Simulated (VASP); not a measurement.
Crystal: CdSe.

```
Cd Se
1.0
     0.00000    3.06778    3.06778
     3.06778    0.00000    3.06778
     3.06778    3.06778    0.00000
Cd Se
1 1
Direct
  0.00000 0.00000 0.00000
  0.25000 0.25000 0.25000
```

The cell was built by a generator and needn't be a form met in nature.

Program: VASP 6.6.1. Alike in all runs: task single point; no spin polarisation; cell as given; cutoff (eV) 520; smearing gaussian 0.01 eV.

Order these runs on this cell by their band gap on the k mesh, lowest first.
A. level LDA; potentials or basis VASP PAW LDA potentials, release 64 (Cd, Se); k mesh 6 × 6 × 6; mesh quality not flagged
B. level HSE06; potentials or basis VASP PAW PBE potentials, release 64 (Cd, Se); k mesh 4 × 4 × 4; exchange at q = 0 truncated; grid for exact exchange (PRECFOCK) Normal; screening parameter 0.2079 1/A; mesh quality coarse
C. level PBE; potentials or basis VASP PAW PBE potentials, release 64 (Cd, Se); k mesh 6 × 6 × 6; mesh quality not flagged

A (0.31 eV), C (0.55 eV), B (1.50 eV).

Caveats: some runs use coarse meshes.

A k mesh can miss the band edges.

Not every run made on this cell is shown here.
